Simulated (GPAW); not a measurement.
# Se K ELNES/XANES of zinc-blende (ZnSe)₁₋ₓ(BeSe)ₓ at x = 0.125 from DFT

Aim: the Se K edge in zinc-blende (ZnSe)₁₋ₓ(BeSe)ₓ at x = 0.125, one member of a composition series.

Calculated with GPAW 26.7.0; X-ray absorption from dipole matrix elements to empty bands, plane-wave PAW LDA.

Report form: the programs' logs are mostly left out.

### 1. Set-up

The cell holds 16 atoms: 1 Be, 8 Se and 7 Zn. Cell: a = 7.922 Å, b = 7.922 Å, c = 7.922 Å, α = 60.0°, β = 60.0°, γ = 60.0°. 16-atom zinc-blende cell, 1 of 8 Zn sites taken by Be at random, lattice constants typed for the ends and interpolated (Vegard).

### 2. Relaxation

Bond lengths around the absorber set the edge shape, so the atoms are relaxed before any spectrum.

Contents of relax.py:

```python
import numpy as np
from ase import Atoms
from ase.parallel import parprint, paropen
from gpaw import GPAW, PW, FermiDirac, Mixer, MixerDif, setup_paths
from ase.optimize import BFGS

atoms = Atoms('BeSeZnSeZnSeZnSeZnSeZnSeZnSeZnSe',
    cell=[[0, 5.601875, 5.601875],
     [5.601875, 0, 5.601875],
     [5.601875, 5.601875, 0]],
    scaled_positions=[[0.000202, 0.001345, 0.997193],
     [0.122734, 0.131604, 0.12308],
     [0.00167, 0.002066, 0.497492],
     [0.125289, 0.126889, 0.62586],
     [0.00069, 0.500069, 0.99919],
     [0.124671, 0.624185, 0.124712],
     [0.003829, 0.502915, 0.497636],
     [0.124538, 0.625275, 0.625373],
     [0.500571, 0.999251, 0.000144],
     [0.623577, 0.123283, 0.122118],
     [0.501072, 0.999347, 0.4975],
     [0.625874, 0.125799, 0.625029],
     [0.50251, 0.499742, 0.002726],
     [0.625143, 0.623345, 0.127557],
     [0.499636, 0.499805, 0.500844],
     [0.62721, 0.623369, 0.622234]],
    pbc=True)
atoms.calc = GPAW(legacy_gpaw=True, mode=PW(400, force_complex_dtype=True), xc='LDA', setups={},
    kpts={'size': (3, 3, 3), 'gamma': True}, occupations=FermiDirac(0.08),
    charge=0, mixer=Mixer(0.1, 5, 50), maxiter=150,
    convergence={'density': 0.0001, 'eigenstates': 1e-6}, txt='relax.txt')
steps = []
opt = BFGS(atoms, logfile='-')
opt.attach(lambda: steps.append([atoms.get_potential_energy(), float(np.linalg.norm(atoms.get_forces(), axis=1).max())]))
done = opt.run(fmax=0.05, steps=30)
out = dict(done=bool(done), steps=steps, frac=atoms.get_scaled_positions().tolist())
import json
with paropen('out.json', 'w') as f:
    json.dump(out, f)
```

Run with:

```sh
$ OMP_NUM_THREADS=1 mpirun -n 4 gpaw python relax.py
```

It took 2.8 min on 4 MPI ranks of AMD EPYC 7B13 (Zen 3), shared host; peak memory 0.35 GiB.

In 5 steps the energy fell by 276 meV (energies extrapolated to zero smearing) and the largest force to 0.042 eV/Å. Atom 2 (Se; the text counts from 1, the script from 0) is among those that moved most, by 0.14 Å.

### 3. Ground state of the crystal

The ground state comes first: it tells whether the system has a gap, which decides how the excited electron is treated.

Contents of scf.py:

```python
import numpy as np
from ase import Atoms
from ase.parallel import parprint, paropen
from gpaw import GPAW, PW, FermiDirac, Mixer, MixerDif, setup_paths
from gpaw.test import gen
setup_paths.insert(0, '.')
gen('Se', name='nch1s', xcname='LDA', corehole=(1, 0, 0), write_xml=True)
from gpaw.mpi import world
world.barrier()

atoms = Atoms('BeSeZnSeZnSeZnSeZnSeZnSeZnSeZnSe',
    cell=[[0, 5.601875, 5.601875],
     [5.601875, 0, 5.601875],
     [5.601875, 5.601875, 0]],
    scaled_positions=[[0.9999893, 0.0008973, 0.9986077],
     [0.1188553, 0.1201596, 0.1179792],
     [0.0011526, 0.0026404, 0.4983719],
     [0.1201926, 0.1203673, 0.6416728],
     [0.0001742, 0.5014105, 0.9995717],
     [0.1204623, 0.643722, 0.117607],
     [0.0018818, 0.5012523, 0.4981025],
     [0.1255573, 0.6269917, 0.624187],
     [0.498865, 0.9999541, 0.9994117],
     [0.6429673, 0.1190175, 0.1179357],
     [0.5010249, 0.999517, 0.4983696],
     [0.6256018, 0.1247403, 0.6240841],
     [0.5010821, 0.4994252, 0.0001193],
     [0.6249063, 0.6247046, 0.1263605],
     [0.4999407, 0.4991858, 0.5014815],
     [0.6263522, 0.6243133, 0.6247876]],
    pbc=True)
atoms.calc = calc = GPAW(legacy_gpaw=True, mode=PW(400, force_complex_dtype=True), xc='LDA', setups={1: 'nch1s'},
    kpts={'size': (3, 3, 3), 'gamma': True}, occupations=FermiDirac(0.05),
    charge=0, mixer=Mixer(0.1, 5, 50), maxiter=150,
    convergence={'density': 0.0001, 'eigenstates': 1e-6}, txt='scf.txt')
energy = atoms.get_potential_energy() + calc.get_reference_energy()
ef = calc.get_fermi_level()
out = dict(energy=energy, fermi=ef, forces=atoms.get_forces().tolist())
parprint(f'all-electron energy {energy:.4f} eV, Fermi level {ef:.4f} eV')
ev = np.array([[calc.get_eigenvalues(k, s) for k in range(len(calc.get_ibz_k_points()))] for s in range(calc.get_number_of_spins())])
out['homo'], out['lumo'], out['counts'] = ev[ev < ef].max(), ev[ev > ef].min(), sorted(set((ev < ef).sum((0, 2)).tolist()))
out['filled'] = (ev[:, 0] < ef).sum(1).tolist()
import json
with paropen('out.json', 'w') as f:
    json.dump(out, f)
```

Run with:

```sh
$ OMP_NUM_THREADS=1 mpirun -n 4 gpaw python scf.py
```

It took 55 s on 4 MPI ranks; peak memory 0.36 GiB; 3.7 min of CPU time.

The mesh shows a gap of 1.33 eV. The excited electron is kept all the same, so that all members of the series, with or without a gap, are treated alike.

### 4. Cell without a hole, the energy reference

The photon energy needs a difference of total energies, so the cell and mesh of the coming hole run are first run without a hole.

scf.py, as its differences from that of step 3:

```diff
@@ -32,3 +32,3 @@
 atoms.calc = calc = GPAW(legacy_gpaw=True, mode=PW(400, force_complex_dtype=True), xc='LDA', setups={1: 'nch1s'},
-    kpts={'size': (3, 3, 3), 'gamma': True}, occupations=FermiDirac(0.05),
+    kpts={'size': (3, 3, 3), 'gamma': True}, occupations=FermiDirac(0.02),
     charge=0, mixer=Mixer(0.1, 5, 50), maxiter=150,
```

It took 54 s on 4 MPI ranks; peak memory 0.36 GiB.

Reference energy: -870107.391 eV with the cores included.

### 5. Spectrum with XCH, Se atom 2

The holes are 7.9 Å apart. In GPAW the data set carries the hole's charge, so charge=0 means a charged cell and charge=-1 a neutral one. The excited electron is kept in the cell, where it fills the lowest empty states and screens the hole. After the field has converged, empty bands are computed with the density fixed and the dipole matrix elements are summed.

The absorber has 1 Be at 2.31 Å, 2 Zn at 2.46 Å and 1 Zn at 2.47 Å (distorted tetrahedral).

Contents of xas.py:

```python
import numpy as np
from ase import Atoms
from ase.parallel import parprint, paropen
from gpaw import GPAW, PW, FermiDirac, Mixer, MixerDif, setup_paths
from gpaw.test import gen
setup_paths.insert(0, '.')
gen('Se', name='fch1s', xcname='LDA', corehole=(1, 0, 1), write_xml=True)
from gpaw.mpi import world
world.barrier()

atoms = Atoms('BeSeZnSeZnSeZnSeZnSeZnSeZnSeZnSe',
    cell=[[0, 5.601875, 5.601875],
     [5.601875, 0, 5.601875],
     [5.601875, 5.601875, 0]],
    scaled_positions=[[0.9999893, 0.0008973, 0.9986077],
     [0.1188553, 0.1201596, 0.1179792],
     [0.0011526, 0.0026404, 0.4983719],
     [0.1201926, 0.1203673, 0.6416728],
     [0.0001742, 0.5014105, 0.9995717],
     [0.1204623, 0.643722, 0.117607],
     [0.0018818, 0.5012523, 0.4981025],
     [0.1255573, 0.6269917, 0.624187],
     [0.498865, 0.9999541, 0.9994117],
     [0.6429673, 0.1190175, 0.1179357],
     [0.5010249, 0.999517, 0.4983696],
     [0.6256018, 0.1247403, 0.6240841],
     [0.5010821, 0.4994252, 0.0001193],
     [0.6249063, 0.6247046, 0.1263605],
     [0.4999407, 0.4991858, 0.5014815],
     [0.6263522, 0.6243133, 0.6247876]],
    pbc=True)
atoms.calc = calc = GPAW(legacy_gpaw=True, mode=PW(400, force_complex_dtype=True), xc='LDA', setups={1: 'fch1s'},
    kpts={'size': (3, 3, 3), 'gamma': True}, occupations=FermiDirac(0.04),
    charge=-1, mixer=Mixer(0.1, 5, 50), maxiter=150,
    convergence={'density': 0.0001, 'eigenstates': 1e-6}, txt='scf.txt')
energy = atoms.get_potential_energy() + calc.get_reference_energy()
ef = calc.get_fermi_level()
out = dict(energy=energy, fermi=ef, forces=atoms.get_forces().tolist())
parprint(f'all-electron energy {energy:.4f} eV, Fermi level {ef:.4f} eV')
ev = np.array([[calc.get_eigenvalues(k, s) for k in range(len(calc.get_ibz_k_points()))] for s in range(calc.get_number_of_spins())])
out['homo'], out['lumo'], out['counts'] = ev[ev < ef].max(), ev[ev > ef].min(), sorted(set((ev < ef).sum((0, 2)).tolist()))
out['filled'] = (ev[:, 0] < ef).sum(1).tolist()

from ase.units import Ha
from gpaw.xas import dipole_matrix_elements
nb = int(calc.get_number_of_electrons() / 2) + 180
top, nb = nb, nb + 8 + nb // 12
nscf = calc.fixed_density(kpts={'size': (4, 4, 4), 'gamma': True}, nbands=nb,
    convergence={'bands': top, 'eigenstates': 5e-3}, maxiter=60, txt='nscf.txt')
cell = atoms.cell.array
ops = [cell.T @ U.T @ np.linalg.inv(cell.T) for U in nscf.wfs.kd.symmetry.op_scc]
filled = [67]  # bands filled in the ground state, by spin
E = np.arange(-6, 30, 0.1)
fwhm = np.interp(E, [4, 25], [2.33, 3.5])
Y, X, zero, highest = 0, 0, 1e9, 1e9
for spin in range(nscf.get_number_of_spins()):
    wfs = nscf.wfs
    mine = wfs.bd.get_slice()  # this rank's bands
    A = dipole_matrix_elements(wfs.setups[1])
    eps = np.zeros((wfs.kd.nibzkpts, nb))
    d = np.zeros((3, A.shape[1], wfs.kd.nibzkpts, nb), complex)
    for kpt in wfs.kpt_u:
        if kpt.s == spin and 1 in kpt.P_ani:
            eps[kpt.k, mine] = kpt.eps_n * Ha
            d[:, :, kpt.k, mine] = (kpt.weight * wfs.nspins / 2) ** 0.5 * np.inner(A, kpt.P_ani[1])
    world.sum(eps)
    world.sum(d)
    T = np.einsum('amkn,bmkn->abkn', d, d.conj()).real
    T = sum(np.einsum('ai,ijkn,bj->abkn', R, T, R) for R in ops) / len(ops)
    empty = np.ones_like(eps, bool) & (np.arange(nb) >= filled[spin])
    zero, highest = min(zero, eps[empty].min()), min(highest, eps[:, top - 1].min())
    lines = [(eps, T, empty)] if spin == 0 else lines + [(eps, T, empty)]
for eps, T, empty in lines:
    f = np.einsum('aakn->akn', T).reshape(3, -1)
    x = eps.ravel() - zero
    w = np.interp(x, E, fwhm) / 2.35482
    g = np.exp(-0.5 * ((E[:, None] - x) / w) ** 2) / (w * (2 * np.pi) ** 0.5)
    Y = Y + (f * empty.ravel()) @ g.T
    X = X + (f * ~empty.ravel()) @ g.T
out.update(E=E.round(2).tolist(), xas=Y.tolist(), xes=X.tolist(), zero=zero, valid=highest - zero, nk=len(eps), nb=nb)
for i in range(0, len(E), 10):
    parprint(f'{E[i]:7.2f}', *(f'{v:10.3e}' for v in Y[:, i]))
import json
with paropen('out.json', 'w') as f:
    json.dump(out, f)
```

Run with:

```sh
$ OMP_NUM_THREADS=1 mpirun -n 4 gpaw python xas.py
```

Elapsed: 4.2 min, on 4 MPI ranks; peak memory 0.81 GiB.

The Se K spectrum, Se atom 2, excited-electron core hole (neutral cell) (energy from the bottom of the conduction band, which holds the excited electron; intensity scaled to a mean of 1 over the first 20 eV):

| E (eV) | intensity |
| --- | --- |
| -2.0 | 0.00 |
| -1.5 | 0.01 |
| -1.0 | 0.02 |
| -0.5 | 0.06 |
| 0.0 | 0.14 |
| 0.5 | 0.31 |
| 1.0 | 0.54 |
| 1.5 | 0.82 |
| 2.0 | 1.07 |
| 2.5 | 1.24 |
| 3.0 | 1.35 |
| 3.5 | 1.42 |
| 4.0 | 1.49 |
| 4.5 | 1.52 |
| 5.0 | 1.51 |
| 5.5 | 1.49 |
| 6.0 | 1.49 |
| 6.5 | 1.49 |
| 7.0 | 1.48 |
| 7.5 | 1.41 |
| 8.0 | 1.32 |
| 8.5 | 1.21 |
| 9.0 | 1.09 |
| 9.5 | 0.96 |
| 10.0 | 0.82 |
| 10.5 | 0.71 |
| 11.0 | 0.65 |
| 11.5 | 0.64 |
| 12.0 | 0.68 |
| 12.5 | 0.73 |
| 13.0 | 0.78 |
| 13.5 | 0.83 |
| 14.0 | 0.85 |
| 14.5 | 0.87 |
| 15.0 | 0.88 |
| 15.5 | 0.88 |
| 16.0 | 0.87 |
| 16.5 | 0.87 |
| 17.0 | 0.87 |
| 17.5 | 0.86 |
| 18.0 | 0.86 |
| 18.5 | 0.84 |
| 19.0 | 0.82 |
| 19.5 | 0.80 |
| 20.0 | 0.79 |
| 20.5 | 0.79 |
| 21.0 | 0.81 |
| 21.5 | 0.84 |
| 22.0 | 0.86 |
| 22.5 | 0.88 |
| 23.0 | 0.88 |
| 23.5 | 0.87 |
| 24.0 | 0.85 |
| 24.5 | 0.85 |
| 25.0 | 0.86 |
| 25.5 | 0.88 |
| 26.0 | 0.90 |
| 26.5 | 0.93 |
| 27.0 | 0.94 |
| 27.5 | 0.93 |
| 28.0 | 0.90 |
| 28.5 | 0.86 |

Main maxima below 28 eV (height): 4.6 eV (1.52), 15.2 eV (0.88), 22.8 eV (0.88) and 27.0 eV (0.94). A K edge sees empty p states on the absorber.

The energy difference (zero at 12672 eV) isn't read as a photon energy: for so heavy an absorber the terms left out (the hole's spin, the functional's error) amount to tens of eV or more.

### 6. Cell without a hole, the energy reference

The absorbing element, whose data set is made anew, changes for the next run, so it gets a reference energy of its own.

scf.py, as its differences from that of step 4:

```diff
@@ -6,3 +6,3 @@
 setup_paths.insert(0, '.')
-gen('Se', name='nch1s', xcname='LDA', corehole=(1, 0, 0), write_xml=True)
+gen('Zn', name='nch1s', xcname='LDA', corehole=(1, 0, 0), write_xml=True)
 from gpaw.mpi import world
@@ -31,3 +31,3 @@
     pbc=True)
-atoms.calc = calc = GPAW(legacy_gpaw=True, mode=PW(400, force_complex_dtype=True), xc='LDA', setups={1: 'nch1s'},
+atoms.calc = calc = GPAW(legacy_gpaw=True, mode=PW(400, force_complex_dtype=True), xc='LDA', setups={2: 'nch1s'},
     kpts={'size': (3, 3, 3), 'gamma': True}, occupations=FermiDirac(0.02),
```

Run with:

```sh
$ OMP_NUM_THREADS=1 mpirun -n 4 gpaw python scf.py
```

Wall time 54 s (4 MPI ranks); peak memory 0.36 GiB; 3.6 min of CPU time.

Reference energy: -870107.391 eV with the cores included.

### 7. Spectrum with XCH, Zn atom 3

The holes are 7.9 Å apart. The excited electron is kept in the cell, where it fills the lowest empty states and screens the hole. After the field has converged, empty bands are computed with the density fixed and the dipole matrix elements are summed.

The absorber has 2 Se at 2.43 Å and 2 Se at 2.46 Å (tetrahedral).

xas.py, as its differences from that of step 5:

```diff
@@ -6,3 +6,3 @@
 setup_paths.insert(0, '.')
-gen('Se', name='fch1s', xcname='LDA', corehole=(1, 0, 1), write_xml=True)
+gen('Zn', name='fch1s', xcname='LDA', corehole=(1, 0, 1), write_xml=True)
 from gpaw.mpi import world
@@ -31,3 +31,3 @@
     pbc=True)
-atoms.calc = calc = GPAW(legacy_gpaw=True, mode=PW(400, force_complex_dtype=True), xc='LDA', setups={1: 'fch1s'},
+atoms.calc = calc = GPAW(legacy_gpaw=True, mode=PW(400, force_complex_dtype=True), xc='LDA', setups={2: 'fch1s'},
     kpts={'size': (3, 3, 3), 'gamma': True}, occupations=FermiDirac(0.04),
@@ -53,3 +53,3 @@
 E = np.arange(-6, 30, 0.1)
-fwhm = np.interp(E, [4, 25], [2.33, 3.5])
+fwhm = np.interp(E, [4, 25], [1.67, 3.5])
 Y, X, zero, highest = 0, 0, 1e9, 1e9
@@ -58,3 +58,3 @@
     mine = wfs.bd.get_slice()  # this rank's bands
-    A = dipole_matrix_elements(wfs.setups[1])
+    A = dipole_matrix_elements(wfs.setups[2])
     eps = np.zeros((wfs.kd.nibzkpts, nb))
@@ -62,5 +62,5 @@
     for kpt in wfs.kpt_u:
-        if kpt.s == spin and 1 in kpt.P_ani:
+        if kpt.s == spin and 2 in kpt.P_ani:
             eps[kpt.k, mine] = kpt.eps_n * Ha
-            d[:, :, kpt.k, mine] = (kpt.weight * wfs.nspins / 2) ** 0.5 * np.inner(A, kpt.P_ani[1])
+            d[:, :, kpt.k, mine] = (kpt.weight * wfs.nspins / 2) ** 0.5 * np.inner(A, kpt.P_ani[2])
     world.sum(eps)
```

Run with:

```sh
$ OMP_NUM_THREADS=1 mpirun -n 4 gpaw python xas.py
```

Elapsed: 4.2 min, on 4 MPI ranks; peak memory 0.81 GiB.

The Zn K spectrum, Zn atom 3, excited-electron core hole (neutral cell) (energy from the bottom of the conduction band, which holds the excited electron; intensity scaled to a mean of 1 over the first 20 eV):

| E (eV) | isotropic | ε ∥ x | ε ∥ z |
| --- | --- | --- | --- |
| -2.0 | 0.00 | 0.00 | 0.00 |
| -1.5 | 0.00 | 0.00 | 0.00 |
| -1.0 | 0.00 | 0.00 | 0.00 |
| -0.5 | 0.01 | 0.01 | 0.01 |
| 0.0 | 0.03 | 0.02 | 0.04 |
| 0.5 | 0.09 | 0.08 | 0.11 |
| 1.0 | 0.21 | 0.18 | 0.26 |
| 1.5 | 0.41 | 0.37 | 0.49 |
| 2.0 | 0.66 | 0.61 | 0.77 |
| 2.5 | 0.91 | 0.85 | 1.03 |
| 3.0 | 1.11 | 1.06 | 1.22 |
| 3.5 | 1.32 | 1.28 | 1.39 |
| 4.0 | 1.60 | 1.60 | 1.62 |
| 4.5 | 1.88 | 1.91 | 1.82 |
| 5.0 | 1.96 | 2.01 | 1.86 |
| 5.5 | 1.77 | 1.81 | 1.69 |
| 6.0 | 1.46 | 1.47 | 1.44 |
| 6.5 | 1.19 | 1.19 | 1.20 |
| 7.0 | 1.03 | 1.03 | 1.04 |
| 7.5 | 0.99 | 0.99 | 0.97 |
| 8.0 | 0.98 | 1.00 | 0.94 |
| 8.5 | 0.99 | 1.01 | 0.93 |
| 9.0 | 0.97 | 1.00 | 0.90 |
| 9.5 | 0.93 | 0.96 | 0.85 |
| 10.0 | 0.90 | 0.93 | 0.83 |
| 10.5 | 0.91 | 0.94 | 0.85 |
| 11.0 | 0.99 | 1.01 | 0.95 |
| 11.5 | 1.11 | 1.12 | 1.09 |
| 12.0 | 1.23 | 1.22 | 1.24 |
| 12.5 | 1.29 | 1.27 | 1.32 |
| 13.0 | 1.28 | 1.26 | 1.31 |
| 13.5 | 1.19 | 1.17 | 1.23 |
| 14.0 | 1.08 | 1.06 | 1.11 |
| 14.5 | 0.97 | 0.96 | 1.00 |
| 15.0 | 0.88 | 0.86 | 0.91 |
| 15.5 | 0.81 | 0.79 | 0.84 |
| 16.0 | 0.76 | 0.74 | 0.79 |
| 16.5 | 0.74 | 0.72 | 0.76 |
| 17.0 | 0.74 | 0.74 | 0.76 |
| 17.5 | 0.78 | 0.77 | 0.79 |
| 18.0 | 0.82 | 0.82 | 0.82 |
| 18.5 | 0.84 | 0.83 | 0.84 |
| 19.0 | 0.82 | 0.82 | 0.83 |
| 19.5 | 0.79 | 0.78 | 0.79 |
| 20.0 | 0.74 | 0.74 | 0.75 |
| 20.5 | 0.72 | 0.72 | 0.73 |
| 21.0 | 0.73 | 0.73 | 0.73 |
| 21.5 | 0.75 | 0.76 | 0.75 |
| 22.0 | 0.79 | 0.79 | 0.78 |
| 22.5 | 0.82 | 0.82 | 0.80 |
| 23.0 | 0.83 | 0.84 | 0.82 |
| 23.5 | 0.84 | 0.84 | 0.82 |
| 24.0 | 0.84 | 0.84 | 0.82 |
| 24.5 | 0.83 | 0.84 | 0.82 |
| 25.0 | 0.84 | 0.84 | 0.82 |
| 25.5 | 0.85 | 0.86 | 0.83 |
| 26.0 | 0.86 | 0.87 | 0.84 |
| 26.5 | 0.87 | 0.89 | 0.85 |
| 27.0 | 0.89 | 0.90 | 0.86 |
| 27.5 | 0.90 | 0.90 | 0.88 |
| 28.0 | 0.90 | 0.91 | 0.89 |
| 28.5 | 0.90 | 0.90 | 0.90 |

Main maxima below 28 eV (height): 4.8 eV (1.97), 12.6 eV (1.29) and 18.6 eV (0.84). 

The total-energy difference is 9673.17 eV. One term is added: -30.82 eV, since the hole is spin-paired here and a spin-polarised one costs that much less in the free atom (computed apart). The photon energy is then 9642.35 eV. The tabulated edge of the element is 9659 eV. The functional leaves an error in such absolute values: in the free atom LDA prices this hole 19.1 eV below PBE (computed apart), and PBE is itself good to a few eV.

### 8. Results

* absorber and edge: Se K, atom 2 of the ground-state input (counted from 1)
* surroundings: 1 Be at 2.31 Å, 2 Zn at 2.46 Å and 1 Zn at 2.47 Å (distorted tetrahedral)
* highest intensity below 24 eV: 4.6 eV above the zero, height 1.52

The Se K edge of atom 2, with 1 Be at 2.31 Å, 2 Zn at 2.46 Å and 1 Zn at 2.47 Å (distorted tetrahedral), has its highest intensity of the first 24 eV at 4.6 eV above the zero, 1.5 times the mean level of the first 20 eV (Gaussian full width 2.33 eV up to 4 eV, rising linearly to 3.5 eV at 25 eV). The script folds with a Gaussian, whereas the core hole's own line is a Lorentzian, so the onset is too steep and the first peak too high.

[Logs are printed without paths, hosts, clocks, repeated set-up lines and the standing remarks that a program may print on its own settings, such as how far it seeks lower states.]

[Hosts, paths, dates, database ids (printed as entryN), source tags and the programs' standing remarks are cut or masked in the printed files.]

[Lists of maxima count a maximum above −3 eV only where it reaches 4 % of the highest in the window and stands out from its surroundings by 2 % of it (1.5 % where it reaches 55 %); shoulders and weaker maxima are passed over, and of the rest the first, up to two pre-edge ones and the few strongest are named.]
